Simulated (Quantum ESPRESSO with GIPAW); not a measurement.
# Strain and the 17O shielding in HfO2

GIPAW runs (PBEsol, plane-wave PAW from pslibrary 1.0.0 recipes, cutoffs 55 and 330 Ry, one 4×4×6 mesh for all shielding runs; Quantum ESPRESSO with GIPAW, a patched development version; no spin-orbit coupling, no macroscopic shape term) on HfO2, space group P4_2/mnm before straining. The cell below is strained equally along all axes, and the atoms are relaxed in pw.x at each strain, zero included.

```
CELL_PARAMETERS angstrom
4.81353 0.00000 0.00000
0.00000 4.81353 0.00000
0.00000 0.00000 3.20542
ATOMIC_POSITIONS crystal
Hf 0.50000 0.50000 0.50000
Hf 0.00000 0.00000 0.00000
O 0.80593 0.19407 0.50000
O 0.69407 0.69407 0.00000
O 0.30593 0.30593 0.00000
O 0.19407 0.80593 0.50000
```

The cell is a computed entry of the Materials Project; it need not be the form that is stable at ambient conditions.

The bonds are those of O (atom 3; bound to Hf3). One row is withheld.

```csv
strain (%),mean bond (Å),σ_iso Hf (ppm),σ_iso O (ppm),span O (ppm)
-2,2.0380,4891.15,-103.10,236.3
-1.5,2.0483,4896.12,-105.30,232.0
-1,2.0585,4900.06,-107.62,227.7
0,2.0789,4904.57,-112.68,218.7
+0.5,2.0891,?,?,?
+1,2.0992,4904.90,-118.28,209.1
+2,2.1194,4900.73,-124.41,198.8
```

**Task.** Fit σ_iso of O against strain, judge whether a straight line is enough, and predict the withheld row at +0.5 %.

1. With n = 6: Σx = -1.500, Σy = -671.39, Σx² = 12.2500, Σxy = 104.670.

2. Slope b = (nΣxy − ΣxΣy)/(nΣx² − (Σx)²) = -5.32 ppm per %, intercept a = (Σy − bΣx)/n = -113.23 ppm.

3. Residuals (run less line), in the order of the table: -0.51, -0.05, +0.29, +0.55, +0.27, -0.54 ppm. They bend in one sense; the largest is 2.6 % of the range of σ, so a quadratic term is needed: σ = -112.68 − 5.327 x − 0.269 x², with residuals of 0.01 ppm or less.

4. At +0.5 % (inside the fitted range) the line gives -115.89 ppm and the parabola -115.41 ppm.

5. The run gives:

```csv
strain (%),mean bond (Å),σ_iso Hf (ppm),σ_iso O (ppm),span O (ppm)
+0.5,2.0891,4905.10,-115.45,214.5
```

Prediction less run: the line misses by -0.44 ppm, the parabola by +0.04 ppm. By the parabola, a strain of +1 % changes σ of O by -5.60 ppm and one of −1 % by +5.06 ppm; the mean slope is -5.32 ppm per %, or 2.6 ppm for 0.01 Å of mean bond length. The shift moves the opposite way, scaled by the slope of a reference line. Over the table σ of Hf goes from 4891.15 to 4900.73 ppm, not steadily. Zero strain is the database's lattice with relaxed atoms, not this functional's rest cell, and neither cutoff nor mesh was tested for the slopes. The omitted shape term, common to all sites, changes with strain too. This build of gipaw.x prints that it is not audited and that its numbers are no references by themselves. The relaxations ran on cheaper settings and stop at small residual forces, which adds noise that small residuals can't be told from. 17O is quadrupolar, so a real line also moves with the field gradient, which is not computed here.

[Banner, clock, file and message-heading lines were taken out of the pw.x and gipaw.x logs.]

[Logs are printed without paths, hosts, clocks, repeated set-up lines and the standing remarks that a program may print on its own settings, such as how far it seeks lower states.]

[Hosts, paths, dates, database ids (printed as entryN), source tags and the programs' standing remarks are cut or masked in the printed files.]
